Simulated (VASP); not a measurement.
# TiAl (Pm-3m) in VASP: notebook

The runs below take TiAl through relaxation of cell and atoms, with r2SCAN, r2SCAN+rVV10.

Program: VASP 6.6.1. These are calculated values, not measurements. Logs are shortened: lines on timing, memory, paths and dates and some standing lists are left out, and cuts for length are marked.

## Step 1: The crystal as given

It takes space group Pm-3m (No. 221, cubic). The conventional cell has a = 3.179 Å, b = 3.179 Å, c = 3.179 Å, α = 90.00°, β = 90.00°, γ = 90.00°. Ti (site symmetry m-3m) is surrounded by 8 Al at 2.75 Å. Al (site symmetry m-3m) is surrounded by 8 Ti at 2.75 Å.

The cell comes from a database or a generator and needn't be the stable form of this composition.

## Step 2: Relaxation of cell and atoms, r2SCAN

Input file INCAR:

```
SYSTEM = TiAl
PREC     = Accurate       ! precision mode
ENCUT    = 600            ! plane-wave cutoff, eV
EDIFF    = 1E-7           ! SCF threshold, eV
ISMEAR   = 0              ! smearing method
SIGMA    = 0.1            ! smearing width, eV
LREAL    = .False.        ! projectors in reciprocal space
LASPH    = .True.         ! aspherical terms in the spheres
NELM     = 80             ! most SCF steps
ALGO     = Normal         ! electronic algorithm
ISIF     = 3              ! what is computed and relaxed
LWAVE    = .False.        ! write WAVECAR
LCHARG   = .False.        ! write CHGCAR
METAGGA  = R2SCAN         ! meta-GGA
LMIXTAU  = .True.       
IBRION   = 2              ! ionic algorithm
NSW      = 90             ! ionic steps
EDIFFG   = -0.005         ! ionic threshold
```

Input file KPOINTS:

```
regular mesh
0
Gamma
  14 14 14
  0 0 0
```

Input file POSCAR:

```
TiAl
1.0
    3.1790640000      0.0000000000      0.0000000000
    0.0000000000      3.1790640000      0.0000000000
    0.0000000000      0.0000000000      3.1790640000
Ti Al
1 1
Direct
    0.0000000000      0.0000000000      0.0000000000
    0.5000000000      0.5000000000      0.5000000000
```

Potentials or basis: VASP PAW PBE potentials, release 64 (Ti_sv, Al).

Launch:

```sh
$ cat potpaw_PBE.64/Ti_sv/POTCAR potpaw_PBE.64/Al/POTCAR > POTCAR
$ mpirun -np 1 vasp_std > vasp.out
```

OUTCAR:

```text
SYSTEM = TiAl
   PREC = Accurate
   ENCUT = 600
   EDIFF = 1E-7
   ISMEAR = 0
   LREAL = .False.
   LASPH = .True.
   NELM = 80
   ISIF = 3
   METAGGA = R2SCAN
   IBRION = 2
   NSW = 90
   EDIFFG = -0.005

 ion  position               nearest neighbor table
   1  0.000  0.000  0.000-   2 2.75   2 2.75   2 2.75   2 2.75   2 2.75   2 2.75   2 2.75   2 2.75

   2  0.500  0.500  0.500-   1 2.75   1 2.75   1 2.75   1 2.75   1 2.75   1 2.75   1 2.75   1 2.75

  LATTYP: Found a simple cubic cell.
 ALAT       =     3.1790640000

  Lattice vectors:

 A1 = (   3.1790640000,   0.0000000000,   0.0000000000)
 A2 = (   0.0000000000,   3.1790640000,   0.0000000000)
 A3 = (   0.0000000000,   0.0000000000,   3.1790640000)

Analysis of symmetry for initial positions (statically):
=====================================================================
 Subroutine PRICEL returns:
 Original cell was already a primitive cell.

 Routine SETGRP: Setting up the symmetry group for a
 simple cubic supercell.

 Subroutine GETGRP returns: Found 48 space group operations
 (whereof 48 operations were pure point group operations)
 out of a pool of 48 trial point group operations.

The static configuration has the point symmetry O_h .

Analysis of symmetry for dynamics (positions and initial velocities):
=====================================================================
 Subroutine PRICEL returns:
 Original cell was already a primitive cell.

 Routine SETGRP: Setting up the symmetry group for a
 simple cubic supercell.

 Subroutine GETGRP returns: Found 48 space group operations
 (whereof 48 operations were pure point group operations)
 out of a pool of 48 trial point group operations.

The dynamic configuration has the point symmetry O_h .

 Subroutine INISYM returns: Found 48 space group operations
 (whereof 48 operations are pure point group operations),
 and found     1 'primitive' translations

----------------------------------------------------------------------------------------

                                     Primitive cell

  volume of cell :      32.1290

  direct lattice vectors                    reciprocal lattice vectors
[... 104 lines left out ...]
   IALGO  =     38    algorithm
   IMIX   =      4    mixing-type and parameters
     AMIX     =   0.40;   BMIX     =  1.00
     AMIX_MAG =   1.60;   BMIX_MAG =  1.00
  volume/ion in A,a.u.               =      16.06       108.41
  Fermi-wavevector in a.u.,A,eV,Ry     =   1.270007  2.399964 21.945065  1.612917
  Thomas-Fermi vector in A             =   2.403017
   LORBIT       =      0    0 simple, 1 ext, 2 COOP (PROOUT), +10 PAW based schemes
   METAGGA = R2SCAN    functional components
   LHFCALC =     F    Hartree Fock is set to
   AEXX    =    0.0000 exact exchange contribution
   IVDW    =     0    specifies the selected vdW correction
   LEPSILON=     F    determine dielectric tensor
   LRPA    =     F    only Hartree local field effects (RPA)
 conjugate gradient relaxation of ions
 non-spin polarized calculation
 Gauss-broadening in eV      SIGMA  =   0.10
  energy-cutoff  :      600.00
  volume of cell :       32.13
 maximum number of plane-waves:      1108
 NGX is ok and might be reduce to    28

--------------------------------------- Ionic step        1  -------------------------------------------

 number of electron      15.0000003 magnetization

 Free energy of the ion-electron system (eV)
  ---------------------------------------------------
  ext. energy  EPLUGINS =         0.00000000
  ---------------------------------------------------
  free energy    TOTEN  =       -20.31559664 eV

  energy without entropy =      -20.30532921  energy(sigma->0) =      -20.31046292

------------------------ aborting loop because EDIFF is reached ----------------------------------------

  FORCE on cell =-STRESS in cart. coord.  units (eV):
  Direction    XX          YY          ZZ          XY          YZ          ZX
  --------------------------------------------------------------------------------------
  -------------------------------------------------------------------------------------
  Total       -0.1456721     -0.1456721     -0.1456721      0.0000000      0.0000000     -0.0000000
  in kB       -7.2642230     -7.2642230     -7.2642230      0.0000000      0.0000000     -0.0000000
  external PRESSURE =      -7.2642230 kB  Pullay stress =       0.0000000 kB
[... 59 lines left out ...]
--------------------------------------- Ionic step        3  -------------------------------------------

 number of electron      15.0000003 magnetization

 Free energy of the ion-electron system (eV)
  ---------------------------------------------------
  ext. energy  EPLUGINS =         0.00000000
  ---------------------------------------------------
  free energy    TOTEN  =       -20.31605317 eV

  energy without entropy =      -20.30588569  energy(sigma->0) =      -20.31096943

 E-fermi :   8.9188     XC(G=0): -11.9294

 val. band max:        8.9132640058   @ k =   0.3571   0.2143   0.1429
 cond. band min:       8.9197377358   @ k =   0.2857   0.2857   0.2143
 fundamental gap:      0.0064737301
 Fermi energy:         8.9188233307

 k-point     1 :       0.0000    0.0000    0.0000
  band No.  band energies     occupation
      1     -50.3604      2.00000
      2     -25.5155      2.00000
      3     -25.5155      2.00000
      4     -25.5155      2.00000
      5      -0.9924      2.00000
      6       7.2645      2.00000
      7       7.2645      2.00000
      8      10.9668      0.00000
      9      10.9668      0.00000
     10      10.9668      0.00000
     11      13.5510      0.00000
[... 309 lines left out ...]
 k-point    24 :       0.3571    0.2143    0.0000
  band No.  band energies     occupation
      1     -50.3408      2.00000
      2     -25.6590      2.00000
      3     -25.5725      2.00000
      4     -25.4959      2.00000
      5       1.6539      2.00000
      6       5.4438      2.00000
      7       7.5911      2.00000
      8       8.8396      1.73763
      9       9.6068      0.00000
     10      10.4898      0.00000
     11      11.9489      0.00000

 [... further k-points ...]

------------------------ aborting loop because EDIFF is reached ----------------------------------------

  FORCE on cell =-STRESS in cart. coord.  units (eV):
  Direction    XX          YY          ZZ          XY          YZ          ZX
  --------------------------------------------------------------------------------------
  -------------------------------------------------------------------------------------
  Total        0.0013115      0.0013115      0.0013115      0.0000000      0.0000000      0.0000000
  in kB        0.0658077      0.0658077      0.0658077      0.0000000      0.0000000      0.0000000
  external PRESSURE =       0.0658077 kB  Pullay stress =       0.0000000 kB
[... 17 lines left out ...]
  FREE ENERGIE OF THE ION-ELECTRON SYSTEM (eV)
  ---------------------------------------------------
  free  energy   TOTEN  =       -20.3160531732 eV

  energy  without entropy=      -20.3058856945  energy(sigma->0) =      -20.31096943

 reached required accuracy - stopping structural energy minimisation
```

OSZICAR:

```text
N       E                     dE             d eps       ncg     rms          rms(c)
DAV:   1     0.913530428879E+02    0.91353E+02   -0.83359E+03  2640   0.158E+03
DAV:   2    -0.175189868004E+02   -0.10887E+03   -0.10636E+03  2658   0.371E+02
DAV:   3    -0.246210871953E+02   -0.71021E+01   -0.66901E+01  4211   0.871E+01
[... 37 lines left out ...]
DAV:   6    -0.203160406067E+02   -0.24584E-05   -0.13715E-05  2937   0.538E-02    0.176E-02
DAV:   7    -0.203160542710E+02   -0.13664E-04   -0.37622E-05  3542   0.668E-02    0.425E-03
DAV:   8    -0.203160534470E+02    0.82393E-06   -0.51743E-06  2935   0.313E-02    0.521E-03
DAV:   9    -0.203160532721E+02    0.17491E-06   -0.10228E-06  3152   0.112E-02    0.103E-03
DAV:  10    -0.203160531732E+02    0.98892E-07   -0.30635E-07  2626   0.885E-03
   3 F= -.20316053E+02 E0= -.20310969E+02  d E =-.456538E-03
```

CONTCAR:

```text
TiAl
   1.00000000000000
     3.1724839604265855    0.0000000000000000   -0.0000000000000000
     0.0000000000000000    3.1724839604265855    0.0000000000000000
     0.0000000000000000    0.0000000000000000    3.1724839604265855
  Ti              Al
     1     1
Direct
     0.0000000000000000    0.0000000000000000    0.0000000000000000
     0.5000000000000000    0.5000000000000000    0.5000000000000000

  0.00000000E+00  0.00000000E+00  0.00000000E+00
  0.00000000E+00  0.00000000E+00  0.00000000E+00
```

It took 6.2 min on 1 thread of Intel Xeon 6975P-C (Granite Rapids), shared host; peak memory 0.21 GiB.

What came out:

| Quantity | Value |
| --- | --- |
| Free energy | -20.3161 eV |
| Relaxed volume | 15.96 Å³/atom |
| Relaxed cell | a = 3.172 Å, b = 3.172 Å, c = 3.172 Å, α = 90.00°, β = 90.00°, γ = 90.00° |
| Space group after relaxing (to 0.05 Å) | Pm-3m (No. 221) |
| Energy gained by relaxing | 0.2 meV/atom |
| Ionic steps | 3 |
| Pressure after relaxing | 0.0 GPa |
| Band gap on the k mesh | none (metal or under the smearing width) |

The path:
```
step  energy change (eV)  largest force (eV/Å)  pressure (GPa)  volume (Å³)
   1              0.0000                0.0000           -0.73        32.13
   2             -0.0002                0.0000            0.54        31.79
   3             -0.0005                0.0000            0.01        31.93
```

Final structure:
```cif
data_structure
_symmetry_space_group_name_H-M 'P 1'
_symmetry_Int_Tables_number 1
_cell_length_a 3.1725
_cell_length_b 3.1725
_cell_length_c 3.1725
_cell_angle_alpha 90.000
_cell_angle_beta 90.000
_cell_angle_gamma 90.000
_cell_volume 31.93
loop_
_atom_site_label
_atom_site_type_symbol
_atom_site_fract_x
_atom_site_fract_y
_atom_site_fract_z
_atom_site_occupancy
Ti1 Ti 0.00000 0.00000 0.00000 1
Al1 Al 0.50000 0.50000 0.50000 1
```

Caveat: the PAW data sets were made with another functional, which shifts forces and pressure a little.

## Step 3: Relaxation of cell and atoms, r2SCAN+rVV10

Changes to INCAR since step 2:

```diff
@@ -15,2 +15,6 @@
 LMIXTAU  = .True.       
+LUSE_VDW = .True.       
+IVDW_NL  = 2            
+BPARAM   = 11.95        
+CPARAM   = 0.0093       
 IBRION   = 2              ! ionic algorithm
```

KPOINTS is that of step 2.

POSCAR is that of step 2.

Potentials or basis: VASP PAW PBE potentials, release 64 (Ti_sv, Al).

Launch:

```sh
$ cat potpaw_PBE.64/Ti_sv/POTCAR potpaw_PBE.64/Al/POTCAR > POTCAR
$ mpirun -np 1 vasp_std > vasp.out
```

OUTCAR:

```text
SYSTEM = TiAl
   PREC = Accurate
   ENCUT = 600
   EDIFF = 1E-7
   ISMEAR = 0
   LREAL = .False.
   LASPH = .True.
   NELM = 80
   ISIF = 3
   METAGGA = R2SCAN
   IVDW_NL = 2
   BPARAM = 11.95
   IBRION = 2
   NSW = 90
   EDIFFG = -0.005

 ion  position               nearest neighbor table
   1  0.000  0.000  0.000-   2 2.75   2 2.75   2 2.75   2 2.75   2 2.75   2 2.75   2 2.75   2 2.75

   2  0.500  0.500  0.500-   1 2.75   1 2.75   1 2.75   1 2.75   1 2.75   1 2.75   1 2.75   1 2.75

  LATTYP: Found a simple cubic cell.
 ALAT       =     3.1790640000

  Lattice vectors:

 A1 = (   3.1790640000,   0.0000000000,   0.0000000000)
 A2 = (   0.0000000000,   3.1790640000,   0.0000000000)
 A3 = (   0.0000000000,   0.0000000000,   3.1790640000)

Analysis of symmetry for initial positions (statically):
=====================================================================
 Subroutine PRICEL returns:
 Original cell was already a primitive cell.

 Routine SETGRP: Setting up the symmetry group for a
 simple cubic supercell.

 Subroutine GETGRP returns: Found 48 space group operations
 (whereof 48 operations were pure point group operations)
 out of a pool of 48 trial point group operations.

The static configuration has the point symmetry O_h .

[... 235 lines left out ...]
--------------------------------------- Ionic step        3  -------------------------------------------

 number of electron      15.0000003 magnetization

 Free energy of the ion-electron system (eV)
  ---------------------------------------------------
  ext. energy  EPLUGINS =         0.00000000
  ---------------------------------------------------
  free energy    TOTEN  =       -19.97286618 eV

  energy without entropy =      -19.96275691  energy(sigma->0) =      -19.96781155

 E-fermi :   8.9646     XC(G=0): -11.9685

 val. band max:        8.9588598077   @ k =   0.3571   0.2143   0.1429
 cond. band min:       8.9660441826   @ k =   0.2857   0.2857   0.2143
 fundamental gap:      0.0071843749
 Fermi energy:         8.9646145410

 k-point     1 :       0.0000    0.0000    0.0000
  band No.  band energies     occupation
      1     -50.2900      2.00000
      2     -25.4460      2.00000
      3     -25.4460      2.00000
      4     -25.4460      2.00000
      5      -0.9754      2.00000
      6       7.2967      2.00000
      7       7.2967      2.00000
      8      11.0291      0.00000
      9      11.0291      0.00000
     10      11.0291      0.00000
     11      13.6177      0.00000
[... 309 lines left out ...]
 k-point    24 :       0.3571    0.2143    0.0000
  band No.  band energies     occupation
      1     -50.2699      2.00000
      2     -25.5925      2.00000
      3     -25.5042      2.00000
      4     -25.4259      2.00000
      5       1.6815      2.00000
      6       5.4765      2.00000
      7       7.6286      2.00000
      8       8.8849      1.74026
      9       9.6569      0.00000
     10      10.5468      0.00000
     11      12.0224      0.00000

 [... further k-points ...]

------------------------ aborting loop because EDIFF is reached ----------------------------------------

  FORCE on cell =-STRESS in cart. coord.  units (eV):
  Direction    XX          YY          ZZ          XY          YZ          ZX
  --------------------------------------------------------------------------------------
  -------------------------------------------------------------------------------------
  Total       -0.0004045     -0.0004045     -0.0004045      0.0000000      0.0000000     -0.0000000
  in kB       -0.0204029     -0.0204029     -0.0204029      0.0000000      0.0000000     -0.0000000
  external PRESSURE =      -0.0204029 kB  Pullay stress =       0.0000000 kB
[... 17 lines left out ...]
  FREE ENERGIE OF THE ION-ELECTRON SYSTEM (eV)
  ---------------------------------------------------
  free  energy   TOTEN  =       -19.9728661796 eV

  energy  without entropy=      -19.9627569127  energy(sigma->0) =      -19.96781155

 reached required accuracy - stopping structural energy minimisation
```

OSZICAR:

```text
N       E                     dE             d eps       ncg     rms          rms(c)
DAV:   1     0.916256540179E+02    0.91626E+02   -0.83330E+03  2640   0.158E+03
DAV:   2    -0.172193529285E+02   -0.10885E+03   -0.10634E+03  2658   0.371E+02
DAV:   3    -0.243168495306E+02   -0.70975E+01   -0.66848E+01  4208   0.870E+01
[... 37 lines left out ...]
DAV:   6    -0.199728136449E+02   -0.11394E-04   -0.49977E-05  2925   0.103E-01    0.338E-02
DAV:   7    -0.199728680574E+02   -0.54412E-04   -0.13701E-04  3555   0.128E-01    0.833E-03
DAV:   8    -0.199728654543E+02    0.26031E-05   -0.18941E-05  2917   0.603E-02    0.996E-03
DAV:   9    -0.199728667248E+02   -0.12705E-05   -0.37246E-06  3273   0.212E-02    0.178E-03
DAV:  10    -0.199728662388E+02    0.48599E-06   -0.10129E-06  2786   0.162E-02    0.303E-04
DAV:  11    -0.199728661796E+02    0.59241E-07   -0.54333E-08  1396   0.336E-03
   3 F= -.19972866E+02 E0= -.19967812E+02  d E =-.155998E-02
```

Wall time 6.8 min (1 thread of Intel Xeon 6975P-C (Granite Rapids), shared host); peak memory 0.32 GiB.

Results:

| Quantity | Value |
| --- | --- |
| Free energy | -19.9729 eV |
| Relaxed volume | 15.88 Å³/atom |
| Relaxed cell | a = 3.167 Å, b = 3.167 Å, c = 3.167 Å, α = 90.00°, β = 90.00°, γ = 90.00° |
| Space group after relaxing (to 0.05 Å) | Pm-3m (No. 221) |
| Energy gained by relaxing | 0.8 meV/atom |
| Ionic steps | 3 |
| Pressure after relaxing | 0.0 GPa |
| Band gap on the k mesh | none (metal or under the smearing width) |

Step by step:
| step | energy change (eV) | largest force (eV/Å) | pressure (GPa) | volume (Å³) |
| --- | --- | --- | --- | --- |
| 1 | 0.0000 | 0.0000 | -1.35 | 32.13 |
| 2 | -0.0007 | 0.0000 | 1.03 | 31.50 |
| 3 | -0.0016 | 0.0000 | 0.00 | 31.76 |

Final structure:
```
Ti Al
1.0
     3.16697    0.00000    0.00000
     0.00000    3.16697    0.00000
     0.00000    0.00000    3.16697
Ti Al
1 1
Direct
  0.00000 0.00000 0.00000
  0.50000 0.50000 0.50000
```

Caveat: the PAW data sets were made with another functional, which shifts forces and pressure a little.
